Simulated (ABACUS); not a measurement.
## Bi under changes of volume

One of the cells (35.070 Å³/atom); the others are scaled copies at fixed shape and fractional positions:

```
CELL_PARAMETERS angstrom
2.26750 1.30914 3.93800
-2.26750 1.30914 3.93800
0.00000 -2.61828 3.93800
ATOMIC_POSITIONS crystal
Bi 0.76600 0.76600 0.76600
Bi 0.23400 0.23400 0.23400
```

- Program: ABACUS 3.10.1
- Functional: PBE
- Potentials or basis: PseudoDojo NC SR 0.4.1 PBE standard
- Cutoff: 898 eV
- Density cutoff: 3592 eV
- Basis: plane waves
- k mesh: 7 × 7 × 7
- Occupations: fermi-dirac, width 0.05 eV
- Spin: no spin polarisation

```csv
volume (Å³/atom),energy over the lowest point (meV/atom),pressure (GPa),gap on the mesh (eV),largest force (eV/Å)
32.965,?,?,?,?
33.667,38.87,4.5,0.29,0.413
34.368,21.89,3.2,0.28,0.319
35.070,10.10,2.1,0.27,0.222
35.771,2.96,1.1,0.26,0.130
36.472,0.00,0.2,0.25,0.045
37.174,0.78,-0.6,0.24,0.035
```

**Question.** What does the run at 32.965 Å³/atom give?

**Answer.** Energy over the lowest point 61.65 meV/atom; pressure 5.9 GPa; gap on the mesh 0.30 eV; largest force 0.525 eV/Å.

Worked out: A Birch-Murnaghan fit of order 3 (a polynomial in V^(-2/3)) to the other rows has its minimum at 36.67 Å³/atom with B0 = V·E''(V) = 43 GPa and B' = 4.7 at fixed shape and positions, which overstates the stiffness. It gives 61.67 meV/atom at 32.965 Å³/atom, against the run's 61.65, and -dE/dV = 5.9 GPa, against 5.9. A straight line through the other rows of the gap, of slope -0.505 eV per unit of ln V, extrapolates to 0.30 eV, against the run's 0.30.

Energies are extrapolated to zero smearing.

Caveats: spin-orbit coupling is left out, which as a rule narrows the gap of such compounds by several tenths of an eV; an odd mesh through Γ misses points on the zone boundary, where band edges often lie.
